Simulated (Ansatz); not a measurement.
Li in Ansatz: convergence with xc grid

Crystal: Li.

```
Li
1.0
     0.00000    2.20200    2.20200
     2.20200    0.00000    2.20200
     2.20200    2.20200    0.00000
Li
1
Direct
  0.00000 0.00000 0.00000
```

This isn't the form of Li at room conditions, which is bcc.

```yaml
Program: Ansatz 0.2.0
Task: convergence study
Functional: PBE
Potentials_or_basis: all-electron LAPW, scalar-relativistic
Cutoff: 62 eV (chosen from the basis error)
Basis_error_allowed: 0.001 eV/atom
k_mesh: 10 × 10 × 10
Occupations: fermi-dirac, width 0.05 eV
Spin: no spin polarisation
```

These are the settings of the first run; the series varies xc grid, with any setting tied to it.

Hardware: 1 thread of Arm Neoverse V1, on a shared host.

```csv
xc grid,"energy less the tightest run, at zero smearing (meV/atom)",SCF cycles,CPU time (s),peak memory (GiB)
1,0.00,4,0.58,0.17
2,0.00,4,0.59,0.17
3,0.00,4,0.58,0.17
4,0.00,4,0.59,0.17
```

Against the tightest run, the energy stays within 1 meV/atom from 1 on. The tightest run that finished is the yardstick and may itself not be fully converged.
